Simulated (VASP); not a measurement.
# ZnSe in VASP 6.6.1, single-point calculation

INCAR

```
IBRION = -1
NELECT = 18.5
NSW = 0
ISMEAR = -1
SIGMA = 0.02
LASPH = .TRUE.
EDIFF = 1E-7
PREC = Accurate
LREAL = Auto
ISIF = 2
LWAVE = .FALSE.
NBANDS = 16
ENCUT = 520
GGA = PE
BMIX = 0.5
LCHARG = .FALSE.
NELM = 120
```

KPOINTS

```
KPOINTS created by Atomic Simulation Environment
0
Gamma
8 8 8
0 0 0
```

POSCAR

```
Zn Se
 1.0000000000000000
     0.0000000000000000    2.7474480638999998    2.9296683481999999
     2.7474480638999998    0.0000000000000000    2.9296683481999999
     2.7474480638999998    2.7474480638999998    0.0000000000000000
 Zn  Se
   1   1
Cartesian
  0.0000000000000000  0.0000000000000000  0.0000000000000000
  1.3737240319499997  1.3737240319499997  1.4648341740999997
```

The recommended PBE PAW datasets give the neutral cell 18 valence electrons.

Command

```
mpirun -np 1 vasp_std
```

OSZICAR

```
N       E                     dE             d eps       ncg     rms          rms(c)
DAV:   1     0.923783852217E+02    0.92378E+02   -0.89797E+03  1896   0.132E+03
DAV:   2     0.165133757440E+01   -0.90727E+02   -0.85910E+02  2152   0.261E+02
DAV:   3    -0.382148194085E+01   -0.54728E+01   -0.54439E+01  2304   0.620E+01
DAV:   4    -0.386351476878E+01   -0.42033E-01   -0.42029E-01  2352   0.590E+00
DAV:   5    -0.386370590591E+01   -0.19114E-03   -0.19114E-03  2344   0.355E-01    0.694E+00
DAV:   6    -0.357484848151E+01    0.28886E+00   -0.73962E-01  2944   0.225E+01    0.457E+00
DAV:   7    -0.357075375083E+01    0.40947E-02   -0.13106E-01  2152   0.372E+00    0.208E+00
DAV:   8    -0.356810742247E+01    0.26463E-02   -0.32577E-03  2544   0.830E-01    0.328E-01
DAV:   9    -0.356812647234E+01   -0.19050E-04   -0.39356E-04  2168   0.186E-01    0.354E-02
DAV:  10    -0.356814117739E+01   -0.14705E-04   -0.17266E-05  2488   0.442E-02    0.656E-03
DAV:  11    -0.356814171423E+01   -0.53684E-06   -0.17053E-06  2224   0.192E-02    0.144E-03
DAV:  12    -0.356814169113E+01    0.23098E-07   -0.21010E-07  2192   0.517E-03
   1 F= -.35681417E+01 E0= -.35671916E+01  d E =-.190020E-02
```

From OUTCAR

```
k-points           NKPTS =     59   k-points in BZ     NKDIM =     59   number of bands    NBANDS=     16

   NELECT =      18.5000    total number of electrons

   dimension x,y,z NGX =    30 NGY =   30 NGZ =   30
   dimension x,y,z NGXF=    60 NGYF=   60 NGZF=   60

  energy-cutoff  :      520.00
  volume of cell :       44.23
      direct lattice vectors                 reciprocal lattice vectors
     0.000000000  2.747448064  2.929668348    -0.181987062  0.181987062  0.170667782
     2.747448064  0.000000000  2.929668348     0.181987062 -0.181987062  0.170667782
     2.747448064  2.747448064  0.000000000     0.181987062  0.181987062 -0.170667782

 k-points in reciprocal lattice and weights: KPOINTS created by Atomic Simulation Env
   0.00000000  0.00000000  0.00000000       0.002
   0.12500000 -0.00000000  0.00000000       0.016
   0.25000000 -0.00000000  0.00000000       0.016
   0.37500000 -0.00000000  0.00000000       0.016
   0.50000000 -0.00000000  0.00000000       0.008
   0.12500000  0.12500000  0.00000000       0.004
   0.25000000  0.12500000  0.00000000       0.016
   0.37500000  0.12500000  0.00000000       0.016
   ...

 E-fermi :   5.0717

 k-point     1 :       0.0000    0.0000    0.0000
  band No.  band energies     occupation
      1     -11.6975      2.00000
      2      -4.7699      2.00000
      3      -4.7498      2.00000
      4      -4.7498      2.00000
      5      -4.3685      2.00000
      6      -4.3351      2.00000
      7       1.6037      2.00000
      8       1.8631      2.00000
      9       1.8631      2.00000
     10       3.0051      2.00000
     11       7.4885      0.00000
     12       7.4885      0.00000
     13       7.4989      0.00000
     14      11.4713      0.00000
     15      12.5003      0.00000
     16      13.6355      0.00000

 k-point     2 :       0.1250   -0.0000    0.0000
  band No.  band energies     occupation
      1     -11.5883      2.00000
      2      -4.7646      2.00000
      3      -4.7396      2.00000
      4      -4.7313      2.00000
      5      -4.3681      2.00000
      6      -4.3386      2.00000
      7       0.3924      2.00000
      8       1.5133      2.00000
      9       1.7208      2.00000
     10       4.0256      2.00000
     11       7.3356      0.00000
     12       7.7712      0.00000
     13       7.8012      0.00000
     14      11.7246      0.00000
     15      12.4555      0.00000
     16      12.7490      0.00000

 k-point     3 :       0.2500   -0.0000    0.0000
  band No.  band energies     occupation
      1     -11.3032      2.00000
      2      -4.7351      2.00000
      3      -4.6992      2.00000
      4      -4.6898      2.00000
      5      -4.3598      2.00000
      6      -4.3428      2.00000
      7      -1.3869      2.00000
      8       1.1218      2.00000
      9       1.4188      2.00000
     10       4.4500      2.00000
     11       7.8137      0.00000
     12       8.2515      0.00000
     13       8.4256      0.00000
     14      11.6883      0.00000
     15      12.2416      0.00000
     16      12.4724      0.00000

 ...

  Total        6.1430827      6.1430827      6.4410683      0.0000000     -0.0000000      0.0000000
  in kB      222.5304827    222.5304827    233.3248796      0.0000000     -0.0000000      0.0000000
  external PRESSURE =     226.1286150 kB  Pullay stress =       0.0000000 kB

 POSITION                                       TOTAL-FORCE (eV/Angst)
 -----------------------------------------------------------------------------------
      0.00000      0.00000      0.00000        -0.000000     -0.000000      0.000000
      1.37372      1.37372      1.46483         0.000000      0.000000     -0.000000
 -----------------------------------------------------------------------------------
    total drift:                               -0.000001     -0.000001      0.000002

  FREE ENERGIE OF THE ION-ELECTRON SYSTEM (eV)
  ---------------------------------------------------
  free  energy   TOTEN  =        -3.5681416911 eV

  energy  without entropy=       -3.5662414907  energy(sigma->0) =       -3.56719159
```

It converged. Results: pressure 22.6 GPa.

The cell is charged and sits in a uniform background.

For comparison, a separate PBE run of the intended cell, on usual settings and not on those above, gives a gap of 1.30 eV on its mesh and a pressure of 4.3 GPa.

The run above took about 53 s on one core of a shared host (Intel Xeon Platinum 8488C) and held 0.16 GiB at most.
